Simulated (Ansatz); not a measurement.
A: Zr (hcp, Mg type), a = b = 3.2313 Å, c = 5.1732 Å, α = β = 90.00°, γ = 120.00°
B: La₂O₃ (A-La2O3 type, space group P-3m1), a = 3.9403 Å, b = 3.9403 Å, c = 6.1880 Å, α = 90.00°, β = 90.00°, γ = 120.00°
C: GeO2 (alpha-quartz type, space group P3_121), a = b = 5.0935 Å, c = 5.7677 Å, α = β = 90.00°, γ = 120.00°

Scan: energy against volume (even scaling of the relaxed cell, symmetry kept). All come from one method, each on a k mesh of its own. All were relaxed with their symmetry unable to fall. La2O3 is run without spin polarisation. Zr is run without spin polarisation.

Question: Order them by bulk modulus at fixed cell shape (fitted) (highest first) at the level PBE (plane waves to 420 eV, PAW, scalar-relativistic; Ansatz, a first-principles code).

Answer: B (118 GPa), A (93.8 GPa), C (39.6 GPa)

(A scan under strain: stresses follow from slopes of the energy per volume, elastic moduli from its curvatures.)
